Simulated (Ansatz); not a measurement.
**Ionic part of the dielectric constant of KI at 1 GPa, mode by mode**

Method: Ansatz 0.2.0, DFT PBEsol, scalar-relativistic, plane waves, PAW. Cutoff 420 eV, 6×6×6 k-points (Γ-centred), fixed occupations. No spin polarisation. Phonons by linear response, acoustic sum rule imposed.

The structure is cubic, space group Fm-3m (No. 225). Conventional cell: a = 6.848 Å, b = 6.848 Å, c = 6.848 Å, α = 90.00°, β = 90.00°, γ = 90.00°. K (site symmetry m-3m) is surrounded by 6 I at 3.42 Å. Around I (site symmetry m-3m) lie 6 K at 3.42 Å.

Spin–orbit coupling is left out, which matters for heavy elements.

The primitive cell has V = 80.29 Å³ and ε∞,zz = 3.068. Each polar mode adds Δε = (4.92064×10⁷/V)·S/ν² along z, with S its oscillator strength in e²/amu, ν in cm⁻¹ and V in Å³.

Q: From these modes, find each Δε and ε0,zz.
```
ν (cm⁻¹) S_zz (e²/amu)
   116.1        0.04126
```

A:
```csv
ν (cm⁻¹),Δε
116.1,1.88
```

The sum is 1.876, so ε0,zz = 4.94; the run's tensor has 4.94.

Q: Where do the longitudinal modes lie for a wave vector along z?

A: At 147 cm⁻¹. The Lyddane–Sachs–Teller product Π(ν_LO/ν_TO)² = 1.61 matches ε0/ε∞ = 1.61.

Cost: 1 run of about 0.95 core-minutes, on Intel Xeon Platinum 8259CL (Skylake/Cascade Lake) (shared hosts).